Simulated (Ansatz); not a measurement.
# Sn (P-1) in Ansatz: convergence with smearing width

Aim: find how far smearing width must go before the results for Sn settle, at r2SCAN. This setting moves, with any that are tied to it; all else stays.

Program: Ansatz 0.2.0. These are calculated values, not measurements. Logs are shortened: lines on timing, memory, paths and dates and some standing lists are left out, and cuts for length are marked.

### Step 1. The cell of the first run

The typed cell holds 2 atoms: a = 4.455 Å, b = 4.455 Å, c = 4.455 Å, α = 97.40°, β = 97.40°, γ = 137.92°.

The cell isn't the ideal one: atoms moved at random, drawn with an rms of 0.05 Å.

### Step 2. With smearing width 0.3 eV

The input, input.yaml:

```yaml
crystal:
  lattice:
    - [-2.9401404553, 2.9401404553, 1.5993019889]
    - [2.9401404553, -2.9401404553, 1.5993019889]
    - [2.9401404553, 2.9401404553, -1.5993019889]
  atoms:
    - { symbol: Sn, position: [0.007065, -0.00473, -0.012303] }
    - { symbol: Sn, position: [0.749188, 0.244509, 0.499105] }
hamiltonian:
  xc: r2scan
  pseudopotentials: { kind: paw }
kpoints:
  mp_grid: { grid: [7, 7, 5] }
scf:
  occupations: { method: fermi_dirac, width: 0.3 }
output:
  forces: true
  stress: true
  eigenvalues: true
```

Potentials or basis: Ansatz PAW.

The run is started by

```bash
$ ansatz run input.yaml --threads 2 --pin off --max-ram 5632MiB --backend cpu --events-out ev --progress --plain --runs-dir out
```

Output:

```text
Warning: RAYON_NUM_THREADS=2 ignored (pool sized by the plan → 2); use --threads N
band count auto-derived: 19 (N_el = 28.0; filled up to band 14; 18 by the electrons, moments and atoms)
Engine: ansatz 0.2.0, x86_64-unknown-linux-gnu
Pseudopotentials: kind: paw
Pseudopotential: Sn, paw, valence charge 14, recommended cutoff 500 eV (meta_gga), Sn.paw.azcp
Functional definition: r2SCAN
  parameter k0 = 0.174
  parameter k1 = 0.065
  parameter a1 = 4.9479
  exchange = r2scan_x(k0 = k0, k1 = k1, a1 = a1)
  correlation = r2scan_c
Crystal: 2 atoms, lattice volume = 55.300 Å³
Basis set: ecut = 500 eV, 1389 PW (Γ), exchange–correlation on 144×144×144 points (64 copies of the dense FFT grid, shifted against one another)
Bands: 19, of which v1, the nominal top of the filled ones, is band 14 counted from 1 (13 counted from 0)
Symmetry: 2 space group operations
Space group: P-1 (ITA 2), of the structure as read, at distance tolerance 3.8e-5 Å
k-points: 123 of 245
Non-local potential: Sn, projectors of the file, l = 0: 2, l = 1: 2, l = 2: 2, l = 3: 2
PAW form: soft (Blöchl's): semilocal exchange-correlation on the pseudo side does not see the compensation charge
PAW frozen core: Sn, regenerated for the run's functional (the file was generated under x = pbe(κ = 0.804, μ = 0.2195149727645171), c = pbe(β = 0.06672455060314922))
PAW one-centre angular grid: Sn, 590 points (default); XC on 249 of its mesh's 2787 points in the sphere
Initial density: superposition of atomic densities (neutral atoms: chi_scale 0, normalization atom), corrected by the library's trained network
Initial wavefunctions: pseudopotential atomic-orbital guess
Functional: x = r2scan, c = r2scan; τ floored in thin density (d = 2e-4 eV/Å³)
SCF iter   1: F=—  HF=-12077.154256 eV  |F-HF|=—  |Δ(HF+E_count)|=         —  Δρ=5.16e-3  dr2=6.32e-3  dr2_τ=1.60e-3  ethr=1.77e-3  ⟨swp⟩=5.3  Hψ=11056  notcnv=0
preconditioner: auto → Kerker (q_TF=auto, 2.436 Å⁻¹)  [metal: Δε(μ)=0.034 eV  Ē_g=21.938 eV  σ=0.300 eV  W_gap=0.03  n_scr=16 (ndim 8)  ℏωp=26.4 eV  f_vac=0.000  D(μ)=0.90/eV (n_scr^D=4)]
SCF iter   2: F=—  HF=-12077.172300 eV  |F-HF|=—  |Δ(HF+E_count)|=   1.80e-2  Δρ=2.72e-3  dr2=2.05e-3  dr2_τ=3.61e-5  ethr=2.26e-5  ⟨swp⟩=3.0  Hψ=5680  notcnv=0
SCF iter   3: F=—  HF=-12077.172996 eV  |F-HF|=—  |Δ(HF+E_count)|=   6.96e-4  Δρ=6.66e-4  dr2=1.93e-4  dr2_τ=5.87e-6  ethr=7.32e-6  ⟨swp⟩=2.0  Hψ=2846  notcnv=0
SCF iter   4: F=—  HF=-12077.173045 eV  |F-HF|=—  |Δ(HF+E_count)|=   4.84e-5  Δρ=1.73e-4  dr2=1.68e-5  dr2_τ=1.68e-7  ethr=6.91e-7  ⟨swp⟩=2.3  Hψ=4060  notcnv=0
SCF iter   5: F=—  HF=-12077.173053 eV  |F-HF|=—  |Δ(HF+E_count)|=   8.78e-6  Δρ=5.83e-5  dr2=2.36e-6  dr2_τ=2.00e-8  ethr=6.00e-8  ⟨swp⟩=2.0  Hψ=2772  notcnv=0
SCF iter   6: F=-12077.173055 eV  HF=-12077.173055 eV  |F-HF|=4.49e-8  |Δ(HF+E_count)|=   1.51e-6  Δρ=1.00e-5  dr2=4.25e-8  dr2_τ=8.94e-10  ethr=3.57e-10  ⟨swp⟩=4.4  Hψ=11809  notcnv=0
SCF 1 converged in 6 iterations: F = -12077.173055 eV  dr2 = 4.25e-8
SCF converged after 6 iterations
Free energy (F): -12077.173055 eV
Harris-Foulkes:  -12077.173055 eV  (|F-HF|=4.49e-8)
Internal energy: -12076.904995 eV  (E = F + TS)
E sigma→0 (E₀):  -12077.039025 eV
Entropy (-TS):   -0.268060 eV (-134.030 meV/atom)
Fermi energy:    10.374260 eV
--- Per-component energies (eV) ---
  E_band       = -189.419795
  E_kinetic    = 372.589849
  E_local      = -1727.589429  (includes V_loc(G=0)·N_el)
  E_nonlocal   = -65.652882
  E_hartree    = 1077.137554
  E_xc         = -749.247855
  E_vxc        = -208.838171  (∫ρ·V_xc dr)
  E_paw        = -8318.368080  (= ΣΔE_a)
  E_vpaw       = -727.482840  (= ΣTr[D̂ρ^β])
  E_aug_tail   = -0.000001  (compensation charges beyond the density's cutoff)
  E_vtau       = 13.284478  (kinetic-family band-sum trace: ∫τ·v_τ [+ j·A + Jᵃ·Aᵃ] dr)
  E_ewald      = -2667.244791
  E_core_change = 1.470640  (= ΣΔE_core)
  E_smearing   = -0.268060  (= −TS)
  E_closure    = 0.000000  (closes the sum)
  Σ components = -12077.173055   (vs F -12077.173055, Δ=0.00e0)
--- Forces (eV/Å), atoms counted from 1 ---
  atom   1  Sn     0.17095922     0.03169418    -0.00661107
  atom   2  Sn    -0.17095922    -0.03169418     0.00661107
  max |Σ_I F_I| component: 0.00e0 eV/Å
--- Stress (GPa, compression-positive) ---
        0.248268      -0.094367       0.324089
       -0.094367       0.504669      -0.026756
        0.324089      -0.026756       0.185155
  P = ⅓ Tr σ = 0.3127 GPa (3.127 kbar)
--- Band table (eV; the first three rows and the last of 123) ---
  k-point 0: bands = ["-11.9961", "-11.9092", "-11.8652", "-11.8550", "-11.7051", "-11.6950", "-11.6938", "-11.6854", "-11.6017", "-11.4905", "-1.1332", "6.6724", "8.2729", "8.2912", "13.7523", "16.8210", "16.8787", "17.5150", "17.6067"]
  k-point 1: bands = ["-11.9635", "-11.9140", "-11.8731", "-11.8380", "-11.7178", "-11.6847", "-11.6839", "-11.6755", "-11.6209", "-11.5222", "-0.7608", "4.6103", "8.7203", "9.7708", "14.6367", "15.1903", "15.5003", "17.2201", "17.4676"]
  k-point 2: bands = ["-11.9172", "-11.9024", "-11.8782", "-11.7772", "-11.7710", "-11.6961", "-11.6627", "-11.6522", "-11.6442", "-11.5874", "0.3496", "2.2000", "9.9997", "11.2951", "12.0688", "13.1125", "16.7805", "16.8707", "19.2325"]
  k-point 122: bands = ["-11.9388", "-11.8336", "-11.8015", "-11.7960", "-11.7644", "-11.7240", "-11.6814", "-11.6472", "-11.6441", "-11.5459", "0.9441", "4.7457", "9.2703", "10.4018", "11.0941", "12.3786", "14.2292", "15.4000", "17.3032"]
```

Wall time 20 s (2 threads of AMD EPYC (Zen 3), shared host); peak memory 0.65 GiB.

Results:

```
Free energy            : -12077.1731 eV
Pressure               : 0.3 GPa
Largest force          : 0.174 eV/Å
Band gap on the k mesh : none (metal or under the smearing width)
```

### Step 3. With smearing width 0.2 eV

input.yaml, as its differences from that of step 2:

```diff
@@ -14,3 +14,3 @@
 scf:
-  occupations: { method: fermi_dirac, width: 0.3 }
+  occupations: { method: fermi_dirac, width: 0.2 }
 output:
```

Potentials or basis: Ansatz PAW.

The run is started by

```bash
$ ansatz run input.yaml --threads 2 --pin off --max-ram 5632MiB --backend cpu --events-out ev --progress --plain --runs-dir out
```

Run time: 19 s. Hardware: 2 threads of AMD EPYC (Zen 3), shared host; peak memory 0.64 GiB.

What came out:

* Free energy: -12077.0988 eV
* Pressure: 0.0 GPa
* Largest force: 0.175 eV/Å
* Band gap on the k mesh: none (metal or under the smearing width)

### Step 4. With smearing width 0.15 eV

input.yaml, as its differences from that of step 3:

```diff
@@ -14,3 +14,3 @@
 scf:
-  occupations: { method: fermi_dirac, width: 0.2 }
+  occupations: { method: fermi_dirac, width: 0.15 }
 output:
```

The run is started by

```bash
$ ansatz run input.yaml --threads 2 --pin off --max-ram 5632MiB --backend cpu --events-out ev --progress --plain --runs-dir out
```

Run time: 17 s. Hardware: 2 threads of AMD EPYC (Zen 3), shared host; peak memory 0.64 GiB.

Results:

* Free energy: -12077.0723 eV
* Pressure: 0.0 GPa
* Largest force: 0.173 eV/Å
* Band gap on the k mesh: none (metal or under the smearing width)

### Step 5. With smearing width 0.1 eV

input.yaml, as its differences from that of step 4:

```diff
@@ -14,3 +14,3 @@
 scf:
-  occupations: { method: fermi_dirac, width: 0.15 }
+  occupations: { method: fermi_dirac, width: 0.1 }
 output:
```

The run is started by

```bash
$ ansatz run input.yaml --threads 2 --pin off --max-ram 5632MiB --backend cpu --events-out ev --progress --plain --runs-dir out
```

It took 18 s on 2 threads of AMD EPYC (Zen 3), shared host; peak memory 0.64 GiB.

Results:

```
Free energy            : -12077.0523 eV
Pressure               : -0.1 GPa
Largest force          : 0.167 eV/Å
Band gap on the k mesh : none (metal or under the smearing width)
```

### Step 6. With smearing width 0.05 eV

input.yaml, as its differences from that of step 5:

```diff
@@ -14,3 +14,3 @@
 scf:
-  occupations: { method: fermi_dirac, width: 0.1 }
+  occupations: { method: fermi_dirac, width: 0.05 }
 output:
```

Potentials or basis: Ansatz PAW.

The run is started by

```bash
$ ansatz run input.yaml --threads 2 --pin off --max-ram 5632MiB --backend cpu --events-out ev --progress --plain --runs-dir out
```

Run time: 16 s. Hardware: 2 threads of AMD EPYC (Zen 3), shared host; peak memory 0.64 GiB.

It converged, with:

```
Free energy            : -12077.0390 eV
Pressure               : -0.2 GPa
Largest force          : 0.156 eV/Å
Band gap on the k mesh : none (metal or under the smearing width)
```

### Step 7. With smearing width 0.025 eV

input.yaml, as its differences from that of step 6:

```diff
@@ -14,3 +14,3 @@
 scf:
-  occupations: { method: fermi_dirac, width: 0.05 }
+  occupations: { method: fermi_dirac, width: 0.025 }
 output:
```

The run is started by

```bash
$ ansatz run input.yaml --threads 2 --pin off --max-ram 5632MiB --backend cpu --events-out ev --progress --plain --runs-dir out
```

Run time: 17 s. Hardware: 2 threads of AMD EPYC (Zen 3), shared host; peak memory 0.64 GiB.

Results (log left out):

* Free energy: -12077.0353 eV
* Pressure: -0.2 GPa
* Largest force: 0.154 eV/Å
* Band gap on the k mesh: none (metal or under the smearing width)

### Step 8. With smearing width 0.01 eV

input.yaml, as its differences from that of step 7:

```diff
@@ -14,3 +14,3 @@
 scf:
-  occupations: { method: fermi_dirac, width: 0.025 }
+  occupations: { method: fermi_dirac, width: 0.01 }
 output:
```

The run is started by

```bash
$ ansatz run input.yaml --threads 2 --pin off --max-ram 5632MiB --backend cpu --events-out ev --progress --plain --runs-dir out
```

It took 17 s on 2 threads of AMD EPYC (Zen 3), shared host; peak memory 0.64 GiB.

The run converged. Its results:

* Free energy: -12077.0342 eV
* Pressure: -0.2 GPa
* Largest force: 0.158 eV/Å
* Band gap on the k mesh: none (metal or under the smearing width)

### Step 9. With smearing width 0.005 eV

input.yaml, as its differences from that of step 8:

```diff
@@ -14,3 +14,3 @@
 scf:
-  occupations: { method: fermi_dirac, width: 0.01 }
+  occupations: { method: fermi_dirac, width: 0.005 }
 output:
```

Potentials or basis: Ansatz PAW.

The run is started by

```bash
$ ansatz run input.yaml --threads 2 --pin off --max-ram 5632MiB --backend cpu --events-out ev --progress --plain --runs-dir out
```

It took 18 s on 2 threads of AMD EPYC (Zen 3), shared host; peak memory 0.64 GiB.

Results (log left out):

- Free energy: -12077.0340 eV
- Pressure: -0.2 GPa
- Largest force: 0.158 eV/Å
- Band gap on the k mesh: none (metal or under the smearing width)

### Step 10. Summary

```
smearing width  energy less the tightest run, at zero smearing (meV/atom)  pressure (GPa)  largest force (eV/Å)  SCF cycles  CPU time (s)  peak memory (GiB)
        0.3 eV                                                      -2.53            0.31                 0.174           6            37               0.65
        0.2 eV                                                      -2.55            0.04                 0.175           6            36               0.64
       0.15 eV                                                      -1.76           -0.04                 0.173           6            33               0.64
        0.1 eV                                                      -0.76           -0.10                 0.167           6            33               0.64
       0.05 eV                                                      -0.10           -0.15                 0.156           6            31               0.64
      0.025 eV                                                      -0.01           -0.17                 0.154           6            32               0.64
       0.01 eV                                                       0.00           -0.16                 0.158           6            32               0.64
      0.005 eV                                                       0.00           -0.16                 0.158           7            35               0.64
```

Against the tightest run, the energy stays within 1 meV/atom from 0.1 eV on; the pressure stays within 0.1 GPa from 0.1 eV on; the largest force stays within 0.005 eV/Å from 0.05 eV on. Narrower smearing needs a denser k mesh, so at a fixed mesh the narrowest width isn't the most accurate. The tightest run that finished is the yardstick and may itself not be fully converged.

Caveats: the PAW data sets come from PBE, with cores solved anew for the run's functional, which leaves a small shift of forces and pressure.
